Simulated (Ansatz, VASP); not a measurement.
# One calculation of TiO2 (Rutile), two programs

```
CELL_PARAMETERS angstrom
4.59220 0.00000 0.00000
0.00000 4.59220 0.00000
0.00000 0.00000 2.95740
ATOMIC_POSITIONS crystal
Ti 0.00000 0.00000 0.00000
Ti 0.50000 0.50000 0.50000
O 0.30496 0.30496 0.00000
O 0.19504 0.80496 0.50000
O 0.69504 0.69504 0.00000
O 0.80496 0.19504 0.50000
```

Alike in both runs: task single point; functional r2SCAN; k mesh 4 × 4 × 6; occupations gaussian, width 0.1 eV; no spin polarisation.

```csv
,VASP,Ansatz
version,VASP 6.6.1,Ansatz 0.2.0
potentials or method,"VASP PAW PBE potentials, release 64 (Ti_sv, O)","scalar-relativistic, plane waves, PAW"
plane-wave cutoff (eV),520,500
valence electrons in the cell,48,48
```

|  | VASP | Ansatz | Ansatz less VASP |
| --- | --- | --- | --- |
| gap on the k mesh at the Fermi level (eV) | 2.24 | 2.23 | -0.009 |
| least direct gap on the mesh (eV) | 2.24 | 2.23 | -0.009 |
| pressure (GPa) | 1.5 | 0.2 | -1.26 |
| largest component of the traceless stress (GPa) | 0.10 | 0.37 | +0.268 |
| rms of the force components (eV/Å) | 0.040 | 0.024 | -0.0159 |

Atom by atom the forces differ by 0.016 eV/Å (rms over components). With one functional, cell and mesh, what is left measures potentials, basis and numerics.

Caveats: the PAW data sets were made with another functional, which shifts forces and pressure a little (VASP). A k mesh can miss the band edges. r2SCAN opens gaps a little over a GGA but as a rule still falls short of measured ones.
